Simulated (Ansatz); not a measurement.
## PbS (Fm-3m), two-dimensional strain map

These are results of Ansatz 0.2.0, DFT PBEsol, scalar-relativistic, plane waves, PAW, not measurements. Settings: plane waves to 420 eV, k-mesh 10×10×10 (Γ-centred), Gaussian smearing 0.03 eV. Spin–orbit coupling is left out, which matters for the heavy elements here. No spin polarisation. Energies are free energies at this smearing, counted from the undisturbed cell; pressure is positive in compression.

Reference structure (as given, not relaxed at this level; it stands at -0.8 GPa):

```yaml
crystal:
  lattice:
    - [0.00000, 2.96500, 2.96500]
    - [2.96500, 0.00000, 2.96500]
    - [2.96500, 2.96500, 0.00000]
  atoms:
    - { symbol: Pb, position: [0.00000, 0.00000, 0.00000] }
    - { symbol: S, position: [0.50000, 0.50000, 0.50000] }
```

The cell is strained by p along both x and y and by q along z, fractional coordinates fixed. Points are written (p, q).

Energy above the undisturbed cell in meV/atom (a dash: not computed):

| p \ q | -0.050 | -0.025 | 0.000 | 0.025 | 0.050 |
| --- | --- | --- | --- | --- | --- |
| -0.050 | 102.9 | 73.3 | 62.9 | 66.3 | 79.6 |
| -0.025 | 45.2 | – | 10.9 | – | 33.7 |
| 0.000 | 28.7 | 4.7 | 0.0 | – | 29.3 |
| 0.050 | 80.0 | – | 65.1 | – | 108.1 |

Pressure in GPa:

```csv
p \ q,-0.050,-0.025,0.000,0.025,0.050
-0.050,11.2,8.8,6.9,5.4,4.2
-0.025,6.4,–,2.5,–,0.1
0.000,2.9,0.8,-0.8,–,-3.0
0.050,-1.7,–,-4.9,–,-6.8
```

Gap on the k-mesh in eV:

```
 p \ q  -0.050  -0.025  0.000  0.025  0.050
-0.050    0.46    0.35   0.28   0.24   0.23
-0.025    0.22       –   0.02      –   0.11
 0.000    0.04    0.13   0.25      –   0.36
 0.050    0.15       –   0.51      –   0.68
```